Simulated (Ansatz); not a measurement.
# Cu2O (Cuprite): the cost of one run

Program: Ansatz 0.2.0. PAW datasets, plane waves, zero pressure. Calculated at 0 K for a non-magnetic cell.

The COD entry's cell or inner coordinates are ideal or old and differ from later refinements, so a difference from it is no clean test against experiment.

## Step 1: The system as given

Space group Pn-3m (No. 224), cubic; conventional cell a = 4.260 Å, 12.88 Å³ an atom. Near Cu stand 2 O at 1.84 Å; near O stand 4 Cu at 1.84 Å.

Coordinates:

```
Cu O
1.0
     4.26000    0.00000    0.00000
     0.00000    4.26000    0.00000
     0.00000    0.00000    4.26000
Cu O
4 2
Direct
  0.25000 0.25000 0.25000
  0.25000 0.75000 0.75000
  0.75000 0.75000 0.25000
  0.75000 0.25000 0.75000
  0.00000 0.00000 0.00000
  0.50000 0.50000 0.50000
```

## Step 2: Relaxing with PBE

input.yaml reads:

```yaml
crystal:
  lattice:
    - [4.26, 0.0, 0.0]
    - [0.0, 4.26, 0.0]
    - [0.0, 0.0, 4.26]
  atoms:
    - { symbol: Cu, position: [0.25, 0.25, 0.25] }
    - { symbol: Cu, position: [0.25, 0.75, 0.75] }
    - { symbol: Cu, position: [0.75, 0.75, 0.25] }
    - { symbol: Cu, position: [0.75, 0.25, 0.75] }
    - { symbol: O, position: [0.0, 0.0, 0.0] }
    - { symbol: O, position: [0.5, 0.5, 0.5] }
kpoints:
  mp_grid: { grid: [6, 6, 6] }
hamiltonian:
  xc: pbe
scf:
  occupations: { method: fermi_dirac, width: 0.02 }
relax:
  f_tol: 0.005
  cell: {}
```

Run with:

```console
$ ansatz run input.yaml --threads 4 --pin off --max-ram 7372MiB --backend cpu --events-out ev --progress --plain --runs-dir out
```

**Question.** How long does this run take on 4 threads of Arm Neoverse V2, shared host, and how much memory does it need?

About 6.8 s, with a peak of 0.43 GiB.
